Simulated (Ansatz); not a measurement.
Cu under pressure: fit and missing row

Cu, P6_3/mmc, a = 2.520 Å, c = 8.235 Å. This isn't the element's structure at ambient conditions. Ansatz: PBEsol, PAW, 420 eV, Γ-centred 18×18×6 mesh on 4 atoms, Gaussian smearing 0.10 eV; no spin polarisation. Cell and atoms are relaxed at each pressure, and no other structure is tried, so the rows at high pressure may lie past a change of phase.

| V (Å³/atom) | P (GPa) |
| --- | --- |
| 9.158 | 60.00 |
| ? | 30.00 |
| 10.509 | 15.00 |
| 10.845 | 8.00 |
| 11.128 | 3.01 |
| 11.321 | 0.00 |
| 11.534 | -2.98 |

**Question.** Take V0 = 11.321 Å³/atom, fit the third-order Birch–Murnaghan form to the other rows, and predict the missing volume.

**Answer.** With the Eulerian strain f = ½[(V0/V)^(2/3) − 1] and y = P/[3f(1 + 2f)^(5/2)], the form is the line y = B0 + 1.5 B0 (B0′ − 4) f. Rows (f, y): 0.07592, 185.0; 0.02543, 173.7; 0.01453, 170.8; 0.00576, 169.3; -0.00617, 166.1. Means f = 0.02309, y = 172.98; Σ(Δf)² = 0.004026, ΣΔfΔy = 0.9204; the slope is their ratio. y = 167.7 + 228.6 f GPa, so B0 = 167.7 GPa and B0′ = 4 + 2 × (228.6)/(3 × 167.7) = 4.91. P = 30.00 GPa is met at f = 0.04523 (y = 178.04), so V = V0 (1 + 2f)^(−3/2) = 9.942 Å³/atom. The run gave 9.944 Å³/atom, so the fit is 0.002 Å³/atom too low, a small miss on the scale of the series.

The mesh isn't the same in all rows (18×18×6, 24×24×6).